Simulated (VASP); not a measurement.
# ZnO (zincite): single point with BLYP+D3(BJ)

**The experiment to reproduce.**

From “Electronic structure of alkaline earth and post-transition metal oxides”, 2009, arxiv:0908.1581, for a bulk crystal of ZnO: band gap 3.37 eV.

Crystal: ZnO (zincite).

```
CELL_PARAMETERS angstrom
3.31304 0.00000 0.00000
-1.65652 2.86917 0.00000
0.00000 0.00000 5.30781
ATOMIC_POSITIONS crystal
Zn 0.66667 0.33333 0.00000
Zn 0.33333 0.66667 0.50000
O 0.33333 0.66667 0.87901
O 0.66667 0.33333 0.37901
```

```json
{
 "Program": "VASP 6.6.1",
 "Task": "single point",
 "Functional": "BLYP",
 "Dispersion": "D3(BJ)",
 "Potentials or basis": "VASP PAW PBE potentials, release 64 (Zn, O)",
 "Cutoff": "520 eV",
 "k mesh": "9 × 9 × 5",
 "Occupations": "fermi-dirac, width 0.05 eV",
 "Spin": "no spin polarisation"
}
```

```json
{
 "Pressure": "-3.9 GPa",
 "Largest force": "0.047 eV/Å",
 "Band gap on the k mesh": "0.86 eV, direct",
 "Dispersion energy per atom": "-0.453 eV"
}
```

Forces in eV/Å, atoms in the order of the input:
```
Zn   0.000  0.000 -0.047
Zn   0.000  0.000 -0.047
O    0.000  0.000  0.047
O    0.000  0.000  0.047
```

Stress tensor (GPa, compression positive):
```
-4.56  0.00  0.00
 0.00 -4.56  0.00
 0.00  0.00 -2.68
```

Levels at points of the mesh, in eV from the valence-band top:
```tsv
k point	band 14	band 15	band 16	band 17	band 18	band 19	band 20	band 21	band 22	band 23
(0.00, 0.00, 0.00)	-0.74	-0.74	-0.05	0.00	0.00	0.86	5.05	8.23	12.57	12.57
```

It took 68 s on 1 thread of AMD EPYC 7R13 Processor (Zen 3) (shared host), peak memory 0.17 GiB.

Measured gap of ZnO: 3.37 eV (quoted in “Electronic structure of alkaline earth and post-transition metal oxides”, 2009, arxiv:0908.1581). This calculation gives 0.86 eV (-2.51 eV). So large a miss can be the level of theory's own, or it may mean another phase, state or a wrong row. The value is that of BLYP+D3(BJ), without temperature or zero-point motion. Semilocal functionals fall short of measured gaps as a rule.

Caveat: the PAW data sets were made with another functional, which shifts forces and pressure a little.
